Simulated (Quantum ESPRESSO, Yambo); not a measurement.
Planning a run of Quantum ESPRESSO 7.5 on BeTe (F-43m). The input:

```
&control
  calculation = 'nscf'
  prefix = 'x'
  outdir = 'o'
  pseudo_dir = 'pseudo'
/
&system
  ibrav = 0
  nat = 2
  ntyp = 2
  ecutwfc = 76.0
  nbnd = 283
  force_symmorphic = .true.
/
&electrons
  conv_thr = 1e-9
  electron_maxstep = 80
  diago_full_acc = .true.
  diago_thr_init = 5e-6
/
ATOMIC_SPECIES
  Be 9.012 Be.upf
  Te 127.6 Te.upf
CELL_PARAMETERS angstrom
  0.0000000000 2.7700000000 2.7700000000
  2.7700000000 0.0000000000 2.7700000000
  2.7700000000 2.7700000000 -0.0000000000
ATOMIC_POSITIONS crystal
  Be 0.0000000000 0.0000000000 0.0000000000
  Te 0.2500000000 0.2500000000 0.2500000000
K_POINTS automatic
  4 4 4 0 0 0
```

The database entry behind the starting cell differs from later determinations by our own check (an axis about 1.5 % short against later determinations), so it need not match the best structure at ambient conditions.

```sh
OMP_NUM_THREADS=1 mpirun -n 4 pw.x -nk 4 -in pw.in > pw.out
```

Question: How long will it take on 4 MPI ranks of Arm Neoverse V2, shared host, and how much memory?

It took 19 s; on shared hardware allow 9.6 s to 39 s. Peak host memory was 0.53 GiB.

[Paths, hosts, dates, memory and timing lines, banners, echoed tables and standing remarks are left out of the program output.]

[Logs are printed without paths, hosts, clocks, repeated set-up lines and the standing remarks that a program may print on its own settings, such as how far it seeks lower states.]

[Runs of the session that timed out or met a known fault of the program may be left out.]

[Hosts, paths, dates, database ids (printed as entryN), source tags and the programs' standing remarks are cut or masked in the printed files.]
